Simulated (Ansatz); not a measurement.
**CaF2: checking dH/dP = V**

Computed with DFT r2SCAN, scalar-relativistic, plane waves, PAW in Ansatz. (500 eV cutoff, 8×8×8 k-mesh, Gaussian smearing of 0.02 eV, no spin polarisation)

The relaxed crystal:

```yaml
crystal:
  lattice:
    - [0.00000, 2.71961, 2.71961]
    - [2.71961, 0.00000, 2.71961]
    - [2.71961, 2.71961, 0.00000]
  atoms:
    - { symbol: Ca, position: [0.00000, 0.00000, 0.00000] }
    - { symbol: F, position: [0.75000, 0.75000, 0.75000] }
    - { symbol: F, position: [0.25000, 0.25000, 0.25000] }
```

Cell and atoms were relaxed at each target pressure within the start's symmetry (Fm-3m), at zero temperature; other phases can be more stable under pressure. H = E + PV with P the target; E is the free energy at the smearing used, whose derivative the pressure is, per atom and counted from zero pressure.

| P (GPa) | V (Å³/atom) | E − E0 (meV) | H − H0 (meV) |
| --- | --- | --- | --- |
| 0 | 13.410 | 0.0 | 0.0 |
| 3 | 13.002 | 3.7 | 247.1 |
| 8 | 12.432 | 22.9 | 643.6 |
| 15 | 11.817 | 66.6 | 1173.0 |
| 30 | 10.879 | 195.5 | 2232.6 |
| 60 | 9.701 | 516.7 | 4149.6 |

Q: Thermodynamics gives dH/dP = V along a relaxed path. Integrate V over P by the trapezoid rule and compare with the computed enthalpies.

A: With 1 eV/Å³ = 160.22 GPa, each step adds the mean volume times ΔP / 160.22:
```
P (GPa)  ∫V dP (meV) H − H0 (meV) difference (meV)
      3        247.3         247.1               0.2
      8        644.2         643.6               0.5
     15       1173.9        1173.0               0.9
     30       2236.3        2232.6               3.7
     60       4163.1        4149.6              13.5
```

V(P) curves upward, so the trapezoid rule runs high; integrating a smooth curve through the same points puts that excess at about 13.3 meV at 60 GPa, against the 13.5 meV found.

Q: At 60 GPa, how much of the enthalpy change is stored energy and how much is the PV term?

A: E rises by 517 meV/atom and PV is 60 × 9.701 / 160.22 = 3633 meV/atom, so PV makes 88 % of ΔH. So between rival structures at high pressure a small difference in volume can outweigh the difference in energy: 1 % of this volume is worth 36.3 meV/atom at this pressure.

Q: What bulk modulus do the lowest pressures give?

A: From the pressures that the runs reached, -3.01 GPa (13.908 Å³) and 2.96 GPa (13.002 Å³), B = −ΔP/Δln V = 5.97 / 0.0673 = 89 GPa, a mean over that range.

Q: The gap is 7.816 eV at -3.01 GPa and 8.219 eV at 2.96 GPa. What pressure coefficient and volume deformation potential follow?

A: dE_g/dP = 67.6 meV/GPa, and a_V = dE_g/d ln V = −B dE_g/dP = -6.00 eV. A gap that opens under pressure, with a_V of several eV below zero, is what an s-like antibonding conduction edge gives, since compression pushes it up. If the edges move to other points of the zone within the range, this is a mean of two slopes. Gaps are generalised Kohn–Sham gaps over the whole zone.